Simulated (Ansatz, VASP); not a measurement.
**GaAs: VASP beside Ansatz**

Contents of POSCAR:

```
GaAs
1.0
    3.3286687154      0.0000000000      0.0000000000
    0.0000000000      3.3286687154      0.0000000000
    0.0000000000      0.0000000000      3.3286687154
Ga As
1 1
Direct
    0.0000000000      0.0000000000      0.0000000000
    0.5000000000      0.5000000000      0.5000000000
```

Contents of INCAR.step1:

```
PREC     = Accurate       # precision mode
ENCUT    = 520            # plane-wave cutoff, eV
ISMEAR   = -1             # smearing method
SIGMA    = 0.02           # smearing width, eV
LREAL    = False          # projectors in reciprocal space
LASPH    = True           # aspherical terms in the spheres
NELM     = 60             # most SCF steps
NBANDS   = 16             # bands
GGA      = PE             # functional
ALGO     = Normal         # electronic algorithm
EDIFF    = 1E-4           # SCF threshold, eV
LWAVE    = True           # write WAVECAR
LCHARG   = False          # write CHGCAR
```

File INCAR.step2:

```
PREC     = Accurate       # precision mode
ENCUT    = 520            # plane-wave cutoff, eV
EDIFF    = 1E-6           # SCF threshold, eV
ISMEAR   = -1             # smearing method
SIGMA    = 0.02           # smearing width, eV
LREAL    = False          # projectors in reciprocal space
LASPH    = True           # aspherical terms in the spheres
NELM     = 60             # most SCF steps
ALGO     = Normal         # electronic algorithm
ISIF     = 2              # what is computed and relaxed
LWAVE    = False          # write WAVECAR
LCHARG   = False          # write CHGCAR
METAGGA  = R2SCAN         # meta-GGA
LMIXTAU  = True         
NBANDS   = 16             # bands
ISTART   = 1
```

KPOINTS

```
Automatic mesh
0
Gamma
  3 3 3
```

Input for Ansatz:

```yaml
crystal:
  lattice:
    - [3.3286687154, 0.0, 0.0]
    - [0.0, 3.3286687154, 0.0]
    - [0.0, 0.0, 3.3286687154]
  atoms:
    - { symbol: Ga, position: [0.0, 0.0, 0.0] }
    - { symbol: As, position: [0.5, 0.5, 0.5] }
kpoints:
  mp_grid: { grid: [3, 3, 3] }
hamiltonian:
  xc: r2scan
scf:
  occupations: { method: fermi_dirac, width: 0.02 }
  n_extra_bands: 4
output:
  forces: true
  stress: true
  eigenvalues: true
```

Alike in both runs: task single point; functional r2SCAN; k mesh 3 × 3 × 3; occupations fermi-dirac, width 0.02 eV; no spin polarisation.

|  | VASP | Ansatz |
| --- | --- | --- |
| version | VASP 6.6.1 | Ansatz 0.2.0 |
| potentials or method | VASP PAW PBE potentials, release 64 (Ga_d, As) | plane waves |
| plane-wave cutoff (eV) | 520 | 500 |
| valence electrons in the cell | 18 | 28 |

```csv
,VASP,Ansatz,Ansatz less VASP
pressure (GPa),5.4,5.5,+0.05
```

The two sets of potentials don't hold the same shells in valence.

Caveats: the k mesh is coarse (spacing up to 0.63 Å⁻¹), so the values aren't converged; the PAW data sets were made with another functional, which shifts forces and pressure a little (VASP).
